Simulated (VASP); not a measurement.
Input of a VASP 6.6.1 run:

Contents of INCAR:

```
SYSTEM = CdS
  ALGO = Normal
  EDIFF = 1E-6
  EDIFFG = -0.01
  ENCUT = 600
  GGA = PS
  IBRION = 2
  ISIF = 3
  ISMEAR = 0
  LASPH = .True.
  LCHARG = .False.
  LREAL = .False.
  LWAVE = .False.
  NELM = 80
  NSW = 90
  PREC = Accurate
  SIGMA = 0.03
```

The input KPOINTS:

```
k-points
0
Gamma
  8 8 8
  0 0 0
```

POSCAR

```
CdS
1.0
    0.0000000000      2.9165000000      2.9165000000
    2.9165000000      0.0000000000      2.9165000000
    2.9165000000      2.9165000000      0.0000000000
Cd S
1 1
Direct
    0.0000000000      0.0000000000      0.0000000000
    0.2500000000      0.2500000000      0.2500000000
```

Potentials or basis: VASP PAW PBE potentials, release 64 (Cd, S).

Run with:

```sh
$ cat potpaw_PBE.64/Cd/POTCAR potpaw_PBE.64/S/POTCAR > POTCAR
$ mpirun -np 1 vasp_std > vasp.out
```

Problem. Predict the relaxed cell.

Solution. a = 4.127 Å, b = 4.127 Å, c = 4.127 Å, α = 60.00°, β = 60.00°, γ = 60.00°.

Problem. Estimate the band gap on the k mesh.

Solution. 1.00 eV, direct.

Problem. What does it give for the relaxed volume?

Solution. 24.86 Å³/atom.

Problem. Estimate the space group after relaxing (to 0.05 Å).

Solution. F-43m (No. 216).

Final structure:
```
Cd S
1.0
     0.00000    2.91846    2.91846
     2.91846    0.00000    2.91846
     2.91846    2.91846    0.00000
Cd S
1 1
Direct
  0.00000 0.00000 0.00000
  0.25000 0.25000 0.25000
```

Caveat: the PAW data sets were made with another functional, which shifts forces and pressure a little.
